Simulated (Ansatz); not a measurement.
# CuAu in Ansatz: the effect of functional

Crystal: CuAu.

```
Au Cu
1.0
     2.79188    0.00000    0.00000
     0.00000    2.79188    0.00000
     0.00000    0.00000    3.66027
Au Cu
1 1
Direct
  0.00000 0.00000 0.00000
  0.50000 0.50000 0.50000
```

The cell isn't the ideal one: volume scaled by 0.98.

Alike in all runs:

- Program: Ansatz 0.2.0
- Task: single point
- Potentials or basis: Ansatz PAW
- k mesh: 9 × 9 × 7
- Occupations: fermi-dirac, width 0.05 eV
- Spin: no spin polarisation

```csv
functional,cutoff,pressure (GPa)
LDA,420 eV (not typed: the program's choice for these potentials),-6.1
r2SCAN,500 eV (not typed: the program's choice for these potentials),?
PBE,420 eV (not typed: the program's choice for these potentials),8.1
```

Question: What does the run with functional r2SCAN give?

Answer: Pressure 3.0 GPa.

Caveats: the PAW data sets come from PBE, with cores solved anew for the run's functional, which leaves a small shift of forces and pressure (some runs).
